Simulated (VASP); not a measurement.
# Te2Mo (P6_3/mmc) in VASP: notebook, part 2 of 2

VASP 6.6.1. The steps go on from the part before.

### Step 3. Relaxation of cell and atoms, PBE+D3(BJ)

This run uses another cell than the first one, of 24.15 Å³/atom, 0.968 times its volume.

The input, INCAR:

```
SYSTEM = Te2Mo
ALGO     = Normal         ! electronic algorithm
EDIFF    = 1E-7           ! SCF threshold, eV
EDIFFG   = -0.005         ! ionic threshold
ENCUT    = 600            ! plane-wave cutoff, eV
GGA      = PE             ! functional
IBRION   = 2              ! ionic algorithm
ISIF     = 3              ! what is computed and relaxed
ISMEAR   = 0              ! smearing method
IVDW     = 12             ! dispersion correction
KPAR     = 4            
LASPH    = .TRUE.         ! aspherical terms in the spheres
LCHARG   = .FALSE.        ! write CHGCAR
LREAL    = .FALSE.        ! projectors in reciprocal space
LWAVE    = .FALSE.        ! write WAVECAR
NELM     = 80             ! most SCF steps
NSW      = 90             ! ionic steps
PREC     = Accurate       ! precision mode
SIGMA    = 0.03           ! smearing width, eV
```

The input, KPOINTS:

```
k-points
0
G
  9 9 2
  0 0 0
```

The input, POSCAR:

```
Te2Mo                                   
1.0
    3.4956786070     -0.0000000000      0.0000000000
   -1.7478393035      3.0273464772     -0.0000000000
   -0.0000000000     -0.0000000000     13.6948374266
  Te              Mo            
     4     2
Direct
     0.3333333332999970    0.6666666667000030    0.6172428416304346
     0.6666666667000030    0.3333333332999970    0.1172428416304346
     0.3333333332999970    0.6666666667000030    0.8827571583695654
     0.6666666667000030    0.3333333332999970    0.3827571583695654
     0.3333333332999970    0.6666666667000030    0.2500000000000000
     0.6666666667000030    0.3333333332999970    0.7500000000000000
```

Potentials or basis: VASP PAW PBE potentials, release 64 (Te, Mo_sv).

Run with:

```sh
> cat potpaw_PBE.64/Te/POTCAR potpaw_PBE.64/Mo_sv/POTCAR > POTCAR
> mpirun -np 4 vasp_std > vasp.out
```

It took 47 s on 4 MPI ranks of Intel Xeon Platinum 8259CL at 2.50GHz (Skylake/Cascade Lake), shared host; peak memory 0.35 GiB.

Results (log left out):

- Free energy: -39.2306 eV
- Pressure after relaxing: 0.0 GPa
- Largest force after relaxing: 0.003 eV/Å
- Band gap on the k mesh: 0.67 eV, indirect (least direct gap 1.03 eV)
- Dispersion energy per atom: -0.554 eV

Forces in eV/Å, atoms in the order of the input:
```
Te   0.000  0.000 -0.003
Te   0.000  0.000 -0.003
Te   0.000  0.000  0.003
Te   0.000  0.000  0.003
Mo   0.000  0.000  0.000
Mo   0.000  0.000  0.000
```

Final structure:
```cif
data_structure
_symmetry_space_group_name_H-M 'P 1'
_symmetry_Int_Tables_number 1
_cell_length_a 3.4957
_cell_length_b 3.4957
_cell_length_c 13.6948
_cell_angle_alpha 90.000
_cell_angle_beta 90.000
_cell_angle_gamma 120.000
_cell_volume 144.93
loop_
_atom_site_label
_atom_site_type_symbol
_atom_site_fract_x
_atom_site_fract_y
_atom_site_fract_z
_atom_site_occupancy
Te1 Te 0.33333 0.66667 0.61724 1
Te2 Te 0.66667 0.33333 0.11724 1
Te3 Te 0.33333 0.66667 0.88276 1
Te4 Te 0.66667 0.33333 0.38276 1
Mo1 Mo 0.33333 0.66667 0.25000 1
Mo2 Mo 0.66667 0.33333 0.75000 1
```

Levels at points of the mesh, in eV from the valence-band top:
```
           k point  band 23  band 24  band 25  band 26  band 27  band 28  band 29  band 30
(0.00, 0.00, 0.00)    -1.01    -1.01    -0.17     0.00     2.87     2.87     3.06     3.06
(0.00, 0.00, 0.50)    -1.04    -1.04    -0.05    -0.05     2.91     2.91     2.91     2.91
```

Caveat: the relaxation stopped at its first step, so nothing moved; spin-orbit coupling is left out, which moves the levels of the heavy elements; an odd mesh through Γ misses points on the zone boundary, where band edges often lie.

### Step 4. Relaxation of cell and atoms, PBE

The input, INCAR:

```
SYSTEM = Te2Mo
PREC     = Accurate       ! precision mode
ENCUT    = 300            ! plane-wave cutoff, eV
EDIFF    = 1E-6           ! SCF threshold, eV
ISMEAR   = 0              ! smearing method
SIGMA    = 0.03           ! smearing width, eV
LREAL    = .False.        ! projectors in reciprocal space
LASPH    = .True.         ! aspherical terms in the spheres
NELM     = 80             ! most SCF steps
ALGO     = Normal         ! electronic algorithm
ISIF     = 3              ! what is computed and relaxed
LWAVE    = .False.        ! write WAVECAR
LCHARG   = .False.        ! write CHGCAR
GGA      = PE             ! functional
IBRION   = 2              ! ionic algorithm
NSW      = 90             ! ionic steps
EDIFFG   = -0.01          ! ionic threshold
KPAR     = 2
```

The input, KPOINTS:

```
regular mesh
0
Gamma
  5 5 1
  0 0 0
```

The input, POSCAR:

```
Te2Mo
1.0
    3.5182000000      0.0000000000      0.0000000000
   -1.7591000000      3.0468505756      0.0000000000
    0.0000000000      0.0000000000     13.9736000000
Te Mo
4 2
Direct
    0.3333333333      0.6666666667      0.6210000000
    0.6666666667      0.3333333333      0.1210000000
    0.3333333333      0.6666666667      0.8790000000
    0.6666666667      0.3333333333      0.3790000000
    0.3333333333      0.6666666667      0.2500000000
    0.6666666667      0.3333333333      0.7500000000
```

Potentials or basis: VASP PAW PBE potentials, release 64 (Te, Mo).

Run with:

```sh
> cat potpaw_PBE.64/Te/POTCAR potpaw_PBE.64/Mo/POTCAR > POTCAR
> mpirun -np 2 vasp_std > vasp.out
```

It took 59 s on 2 MPI ranks of AMD EPYC 9R45 (Zen 5), shared host; peak memory 0.15 GiB.

The run converged. Its results:

| Property | Result |
| --- | --- |
| Free energy | -36.0458 eV |
| Relaxed volume | 28.17 Å³/atom |
| Relaxed cell | a = 3.551 Å, b = 3.551 Å, c = 15.474 Å, α = 90.00°, β = 90.00°, γ = 120.00° |
| Space group after relaxing (to 0.05 Å) | P6_3/mmc (No. 194) |
| Energy gained by relaxing | 16.6 meV/atom |
| Ionic steps | 22 |
| Pressure after relaxing | 0.0 GPa |
| Largest force after relaxing | 0.004 eV/Å |
| Band gap on the k mesh | 1.15 eV, indirect (least direct gap 1.38 eV) |

Forces on the atoms (eV/Å):
```
Te   0.000  0.000  0.004
Te   0.000  0.000  0.004
Te   0.000  0.000 -0.004
Te   0.000  0.000 -0.004
Mo   0.000  0.000  0.000
Mo   0.000  0.000  0.000
```

Step by step:
```csv
step,energy change (eV),largest force (eV/Å),pressure (GPa),volume (Å³)
1,0.0000,0.0763,2.57,149.79
2,0.0298,0.7447,-3.08,158.64
3,-0.0281,0.2782,0.07,153.33
4,-0.0395,0.2072,0.02,154.43
5,-0.0511,0.0313,-0.05,157.14
6,-0.0600,0.0347,-0.08,157.85
7,-0.0795,0.0471,-0.10,159.95
8,-0.0947,0.0666,0.09,164.07
9,-0.0948,0.0690,0.11,164.40
10,-0.0981,0.0010,0.10,166.23
11,-0.0983,0.0213,0.11,166.85
12,-0.0978,0.0678,-0.43,168.62
13,-0.0985,0.0073,-0.09,167.44
14,-0.0990,0.0213,-0.05,167.71
15,-0.0990,0.0275,-0.03,167.86
16,-0.0990,0.0279,0.25,167.85
17,-0.0991,0.0025,0.09,167.86
18,-0.0993,0.0072,0.07,168.33
19,-0.0994,0.0168,0.06,168.77
20,-0.0993,0.0245,-0.17,169.49
21,-0.0994,0.0007,-0.04,169.06
22,-0.0995,0.0041,-0.01,169.03
```

Final structure:
```
Te Mo
1.0
     3.55150    0.00000    0.00000
    -1.77575    3.07569    0.00000
     0.00000    0.00000   15.47387
Te Mo
4 2
Direct
  0.33333 0.66667 0.63335
  0.66667 0.33333 0.13335
  0.33333 0.66667 0.86665
  0.66667 0.33333 0.36665
  0.33333 0.66667 0.25000
  0.66667 0.33333 0.75000
```

Levels at points of the mesh, in eV from the valence-band top:
| k point | band 15 | band 16 | band 17 | band 18 | band 19 | band 20 | band 21 | band 22 |
| --- | --- | --- | --- | --- | --- | --- | --- | --- |
| (0.00, 0.00, 0.00) | -0.76 | -0.76 | -0.60 | -0.01 | 3.19 | 3.19 | 3.22 | 3.22 |

Caveat: the k mesh is coarse (spacing up to 0.45 Å⁻¹), so the values aren't converged; spin-orbit coupling is left out, which moves the levels of the heavy elements; an odd mesh through Γ misses points on the zone boundary, where band edges often lie; this functional lacks dispersion, which binds the layers, so the pressure and a relaxed spacing across them are unreliable; the volume moved by +13 % from the deposited cell, more than functionals usually miss.

### Step 5. Relaxation of cell and atoms, PBE

This run uses another cell than the first one, of 28.17 Å³/atom, 1.128 times its volume.

INCAR: that of step 4 with these lines changed.

```diff
@@ -3,3 +3,3 @@
 ENCUT    = 300            ! plane-wave cutoff, eV
-EDIFF    = 1E-6           ! SCF threshold, eV
+EDIFF    = 1E-7           ! SCF threshold, eV
 ISMEAR   = 0              ! smearing method
@@ -16,3 +16,3 @@
 NSW      = 90             ! ionic steps
-EDIFFG   = -0.01          ! ionic threshold
+EDIFFG   = -0.005         ! ionic threshold
 KPAR     = 2
```

KPOINTS is that of step 4.

The input, POSCAR:

```
Te2Mo                                   
1.0
    3.5514976773     -0.0000000000      0.0000000000
   -1.7757488387      3.0756872100     -0.0000000000
   -0.0000000000     -0.0000000000     15.4738683963
  Te              Mo            
     4     2
Direct
     0.3333333332999970    0.6666666667000030    0.6333492905226208
     0.6666666667000030    0.3333333332999970    0.1333492905226208
     0.3333333332999970    0.6666666667000030    0.8666507094773792
     0.6666666667000030    0.3333333332999970    0.3666507094773793
     0.3333333332999970    0.6666666667000030    0.2500000000000000
     0.6666666667000030    0.3333333332999970    0.7500000000000000
```

Run with:

```sh
> cat potpaw_PBE.64/Te/POTCAR potpaw_PBE.64/Mo/POTCAR > POTCAR
> mpirun -np 2 vasp_std > vasp.out
```

Wall time 14 s (2 MPI ranks of AMD EPYC 9R45 (Zen 5), shared host); peak memory 0.16 GiB.

Results (log left out):

```
Free energy                            : -36.0604 eV
Relaxed volume                         : 28.15 Å³/atom
Relaxed cell                           : a = 3.551 Å, b = 3.551 Å, c = 15.471 Å, α = 90.00°, β = 90.00°, γ = 120.00°
Space group after relaxing (to 0.05 Å) : P6_3/mmc (No. 194)
Energy gained by relaxing              : 0.0 meV/atom
Ionic steps                            : 5
Pressure after relaxing                : 0.0 GPa
Largest force after relaxing           : 0.004 eV/Å
Band gap on the k mesh                 : 1.15 eV, indirect (least direct gap 1.38 eV)
```

Forces on the atoms (eV/Å):
```
Te   0.000  0.000 -0.004
Te   0.000  0.000 -0.004
Te   0.000  0.000  0.004
Te   0.000  0.000  0.004
Mo   0.000  0.000  0.000
Mo   0.000  0.000  0.000
```

Final structure:
```
Te Mo
1.0
     3.55056    0.00000    0.00000
    -1.77528    3.07487    0.00000
     0.00000    0.00000   15.47057
Te Mo
4 2
Cartesian
  0.0000 2.0499 9.7981
  1.7753 1.0250 2.0628
  0.0000 2.0499 13.4077
  1.7753 1.0250 5.6725
  0.0000 2.0499 3.8676
  1.7753 1.0250 11.6029
```

Levels at points of the mesh, in eV from the valence-band top:
```csv
k point,band 15,band 16,band 17,band 18,band 19,band 20,band 21,band 22
"(0.00, 0.00, 0.00)",-0.76,-0.76,-0.60,-0.01,3.19,3.19,3.23,3.23
```

Caveat: spin-orbit coupling is left out, which moves the levels of the heavy elements; an odd mesh through Γ misses points on the zone boundary, where band edges often lie; this functional lacks dispersion, which binds the layers, so the pressure and a relaxed spacing across them are unreliable.

### Step 6. Overview

```csv
level,potentials or basis,k mesh,cutoff (eV),mesh quality,gap on the mesh (eV),pressure (GPa),relaxed volume (Å³/atom)
PBE+D3(BJ),"VASP PAW PBE potentials, release 64 (Te, Mo_sv)",9 × 9 × 2,600,not flagged,0.67,0.0,-
PBE,"VASP PAW PBE potentials, release 64 (Te, Mo)",5 × 5 × 1,300,coarse,1.15,0.0,28.17
PBE,"VASP PAW PBE potentials, release 64 (Te, Mo)",5 × 5 × 1,300,not flagged,1.15,0.0,28.15
```

Alike in all rows: task relaxation of cell and atoms; no spin polarisation; cell relaxed; smearing gaussian 0.03 eV.

Caveats: some runs use coarse meshes; spin-orbit coupling is left out, which moves the levels of the heavy elements; an odd mesh through Γ misses points on the zone boundary, where band edges often lie; this functional lacks dispersion, which binds the layers, so the pressure and a relaxed spacing across them are unreliable (some runs); the relaxation stopped at its first step, so nothing moved (some runs); the volume moved by +13 % from the deposited cell, more than functionals usually miss (some runs).

Absolute energies hang on the potentials; compare differences alone.
